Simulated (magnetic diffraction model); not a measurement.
# Dy2Ni: the ordered moment from one line

Space group R32 (no. 155), a = 5.5920 Å, c = 15.7690 Å.

```csv
site,atom,x,y,z
9d,Dy,0.3274,0.3274,0
3b,Dy,2/3,1/3,5/6
6c,Ni,1/3,2/3,0.8381
```

This is a made-up structure (elements placed in a structure type, unrelaxed), so the numbers test the method and describe no known phase.

Only Dy is taken to order (form factors of Dy3+); orders and moment sizes are assumed, and not adapted to the symmetry. Radiation: neutrons of λ = 2.52 Å (absorption by Dy left out), 5° to 65°; isotropic B of 0.35 Å² (Dy) and 0.45 Å² (Ni). The intensities are simulated: I ∝ L Σ (|F_N|² + |F_M⊥|²) for unpolarised neutrons, with F_M = 2.695 fm/μB × Σ f(s) S exp(2πi Q·r) exp(−B s²) at Q = H ± k (one set where k and −k are equivalent), only the part normal to Q counting and L = 1/(sin²θ cos θ). For collinear order S is the moment m, which repeats by lattice and centring translations R with the sign exp(−2πi k·R). Form factors are spin-only for 3d ions and dipole or tabulated for f ions, scattering lengths are Sears's of 1992, and absorption is left out. A label names one of the reflections at its angle. The strongest nuclear line in the range is 100, and lines under 0.2 are left out.

In a first state the assumed order is k = (0 0 0), collinear moments along [001], 7.6 μB on Dy; signs + at (0.3274, 0.3274, 0), − at (2/3, 1/3, 5/6), + at (0.6726, 0, 0), + at (0, 0.6726, 0), with this pattern:

```csv
2θ (°),index,nuclear,magnetic
27.74,(0 0 3),2.1,0.0
31.59,(1 0 1),1.0,10.7
35.56,(0 1 2),1.0,5.1
48.68,(1 0 4),1.2,1.4
53.57,(1 1 0),22.0,43.7
56.95,(0 1 5),0.1,1.0
57.30,(0 0 6),24.5,0.0
61.38,(1 1 3),100.0,27.3
63.53,(0 2 1),0.7,1.7
```

**Question.** Nearer the ordering temperature the line at 53.57° has total intensity 43.4 on the same scale, and all moments have shrunk alike. How large is the Dy moment?

The nuclear part, 22.0, stays, so the magnetic part is 21.4 against 43.7. It goes as m², so m = 7.6 × √(21.4/43.7) = 5.32 μB; the value used was 5.32 μB.

[Logs are printed without paths, hosts, clocks, repeated set-up lines and the standing remarks that a program may print on its own settings, such as how far it seeks lower states.]
